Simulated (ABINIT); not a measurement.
Crystal: CuAu.

```xyz
2
Lattice="2.8107 0.0000 0.0000 0.0000 2.8107 0.0000 0.0000 0.0000 3.6850" Properties=species:S:1:pos:R:3 pbc="T T T"
Au    0.0000    0.0000    0.0000
Cu    1.4054    1.4054    1.8425
```

Base run:

```yaml
Program: ABINIT 10.8.3 (patched build)
Functional: PBEsol
Potentials_or_basis: JTH PAW PBE v2.0
Cutoff: 707 eV
k_mesh: 9 × 9 × 7
Occupations: fermi-dirac, width 0.05 eV
Spin: no spin polarisation
```

Its results: band gap on the k mesh none (metal or under the smearing width); pressure -3.5 GPa.

**Question.** The run is repeated on the same cell with these changes: potentials or basis from JTH PAW PBE v2.0 to PseudoDojo NC SR PBEsol v0.4 stringent; cutoff from 707 eV to 1415 eV; valence electrons from 30 to 38. What comes out?

**Answer.** Band gap on the k mesh none (metal or under the smearing width); pressure -4.2 GPa.

Caveats: the PAW data sets were made with another functional, which shifts forces and pressure a little (some runs).
